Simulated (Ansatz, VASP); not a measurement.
# One calculation of KMgF3, two programs

```
K Mg F
1.0
     3.98590   -0.03986    0.00000
    -0.03986    3.98590    0.00000
     0.00000    0.00000    3.98590
K Mg F
1 1 3
Direct
  0.50000 0.50000 0.50000
  0.00000 0.00000 0.00000
  0.50000 0.00000 0.00000
  0.00000 0.50000 0.00000
  0.00000 0.00000 0.50000
```

Change from the starting cell: strain -0.0200 x Voigt [0, 0, 0, 0, 0, 1], atoms carried along.

Alike in both runs: task single point; functional PBE; k mesh 6 × 6 × 6; occupations gaussian, width 0.05 eV; no spin polarisation.

|  | VASP | Ansatz |
| --- | --- | --- |
| version | VASP 6.6.1 | Ansatz 0.2.0 |
| potentials or method | VASP PAW PBE potentials, release 64 (K_sv, Mg, F) | scalar-relativistic, plane waves, PAW |
| plane-wave cutoff (eV) | 520 | 420 |
| valence electrons in the cell | 32 | 40 |

|  | VASP | Ansatz | Ansatz less VASP |
| --- | --- | --- | --- |
| gap on the k mesh at the Fermi level (eV) | 7.30 | 7.33 | +0.030 |
| least direct gap on the mesh (eV) | 7.58 | 7.61 | +0.028 |
| pressure (GPa) | 3.4 | 3.8 | +0.43 |
| largest component of the traceless stress (GPa) | 0.97 | 0.96 | -0.013 |

The two sets of potentials don't hold the same shells in valence.

A k mesh can miss the band edges.
